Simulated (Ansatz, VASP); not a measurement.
# Two plane-wave programs on Al2O3

File INCAR:

```
ALGO = Normal
EDIFF = 1E-7
ENCUT = 520
GGA = PE
ISIF = 2
ISMEAR = 0
LASPH = True
LCHARG = True
LELF = True
LREAL = False
LVHAR = True
LWAVE = False
NBANDS = 35
NELM = 80
PREC = Accurate
SIGMA = 0.05
```

KPOINTS

```
k-points
0
Gamma
  6 6 6
```

The input POSCAR:

```
Al2O3
1.0
    2.2543546276      1.3015522511      4.4436335515
   -2.2543546276      1.3015522511      4.4436335515
    0.0000000000     -2.6031045021      4.4436335515
Al O
4 6
Direct
    0.8521293568      0.8521293568      0.8521293568
    0.6478706432      0.6478706432      0.6478706432
    0.1478706432      0.1478706432      0.1478706432
    0.3521293568      0.3521293568      0.3521293568
    0.0561574040      0.4438425960      0.7500000000
    0.7500000000      0.0561574040      0.4438425960
    0.4438425960      0.7500000000      0.0561574040
    0.9438425960      0.5561574040      0.2500000000
    0.2500000000      0.9438425960      0.5561574040
    0.5561574040      0.2500000000      0.9438425960
```

Input for Ansatz:

```yaml
crystal:
  lattice:
    - [2.2543546276, 1.3015522511, 4.4436335515]
    - [-2.2543546276, 1.3015522511, 4.4436335515]
    - [0.0, -2.6031045021, 4.4436335515]
  atoms:
    - { symbol: Al, position: [0.8521293568, 0.8521293568, 0.8521293568] }
    - { symbol: Al, position: [0.6478706432, 0.6478706432, 0.6478706432] }
    - { symbol: Al, position: [0.1478706432, 0.1478706432, 0.1478706432] }
    - { symbol: Al, position: [0.3521293568, 0.3521293568, 0.3521293568] }
    - { symbol: O, position: [0.056157404, 0.443842596, 0.75] }
    - { symbol: O, position: [0.75, 0.056157404, 0.443842596] }
    - { symbol: O, position: [0.443842596, 0.75, 0.056157404] }
    - { symbol: O, position: [0.943842596, 0.556157404, 0.25] }
    - { symbol: O, position: [0.25, 0.943842596, 0.556157404] }
    - { symbol: O, position: [0.556157404, 0.25, 0.943842596] }
basis:
  ecutwfc: 520.0
kpoints:
  mp_grid: { grid: [6, 6, 6] }
hamiltonian:
  xc: pbe
  pseudopotentials: { kind: paw, azcp: { folder: soft_1 } }
scf:
  occupations: { method: gaussian, width: 0.05 }
output:
  forces: true
  stress: true
  eigenvalues: true
```

Alike in both runs: task single point; functional PBE; k mesh 6 × 6 × 6; occupations gaussian, width 0.05 eV; no spin polarisation.

|  | VASP | Ansatz |
| --- | --- | --- |
| version | VASP 6.6.1 | Ansatz 0.2.0 |
| potentials or method | VASP PAW PBE potentials, release 64 (Al, O) | scalar-relativistic, plane waves, PAW |
| plane-wave cutoff (eV) | 520 | 520 |
| valence electrons in the cell | 48 | 48 |

Ansatz gave:

| Item | Value |
| --- | --- |
| gap on the k mesh at the Fermi level (eV) | 6.97 |
| least direct gap on the mesh (eV) | 6.97 |
| rms of the force components (eV/Å) | 0.289 |

Q: Which values does VASP return?

A: gap on the k mesh at the Fermi level (eV): 6.97; least direct gap on the mesh (eV): 6.97; rms of the force components (eV/Å): 0.287.

Atom by atom the forces differ by 0.002 eV/Å (rms over components). The functional is the same, so the differences come from potentials, cutoffs and numerics.
